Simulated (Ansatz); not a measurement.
**ZrH: changing the Hubbard U on Zr d**

The structure is tetragonal, space group I-4m2 (No. 119). Conventional cell: a = 3.288 Å, b = 3.288 Å, c = 5.009 Å, α = 90.00°, β = 90.00°, γ = 90.00°. Zr (site symmetry -4m2) is surrounded by 4 H at 2.07 Å. H (site symmetry -4m2) has 4 Zr at 2.07 Å as nearest neighbours.

The cell comes from a database or a generator and needn't be the stable form of this composition.

Kept alike: task band structure; functional LDA; k mesh 11 × 11 × 11; occupations fermi-dirac, width 0.05 eV; no spin polarisation. Program: Ansatz, Ansatz PAW, cutoff 420 eV. The mesh is that of the run's cell of 2 atoms. No spin-orbit coupling.

| Hubbard U on Zr d, U (eV) | pressure (GPa) |
| --- | --- |
| 0 | -6.64 |
| 1 | -5.79 |
| 2 | -4.92 |
| 3 | -4.02 |
| 4 | -3.06 |
| 5 | -2.02 |
| 6 | -0.58 |
| 8 | 5.43 |

Pressure is positive in compression, with a Pulay correction for the finite cutoff. U acts here on a shell without spin polarisation. For a metal such a mesh leaves the last digits unconverged. How U acts hangs on the program's projectors. All rows use potentials made for PBE. U is the effective U - J on orthogonalised atomic projectors. Double counting: fully localised limit (the default).

The pressure rises from -6.64 to 5.43 GPa between 0 and 8 eV.
